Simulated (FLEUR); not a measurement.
Sn:

```
CELL_PARAMETERS angstrom
-1.89465 1.89465 1.89465
1.89465 -1.89465 1.89465
1.89465 1.89465 -1.89465
ATOMIC_POSITIONS crystal
Sn 0.00000 0.00000 0.00000
```

This isn't the form of Sn at room conditions, which is tetragonal (white tin).

* Program: FLEUR MaX-R8.1 (later development tree)
* Task: single point
* Functional: PBEsol
* Potentials or basis: all-electron
* Basis: FLAPW
* Kmax: 4.1 1/bohr
* k mesh: 10 × 10 × 10
* Occupations: fermi-dirac, width 0.05 eV
* Spin: no spin polarisation
* Gmax: 12.7 1/bohr
* Muffin-tin radii: Sn 2.66 bohr
* lmax: Sn 10
* lnonsphr: Sn 10
* Local orbitals a species: Sn 5
* Max iterations: 60
* Mixing factor: 0.05
* Mixer: Anderson
* Mixer history: 15

On this cell: band gap on the k mesh none (metal or under the smearing width).

The same run follows on a disturbed copy (cell strained at random at fixed volume):

```
Sn
1.0
    -1.87793    1.89840    1.91025
     1.89462   -1.86981    1.89834
     1.88740    1.87928   -1.88166
Sn
1
Cartesian
  -0.0122 0.0003 0.0364
```

What does the disturbed cell give?

The energy (extrapolated to zero smearing) moves by -0.7 meV/atom; band gap on the k mesh none (metal or under the smearing width).
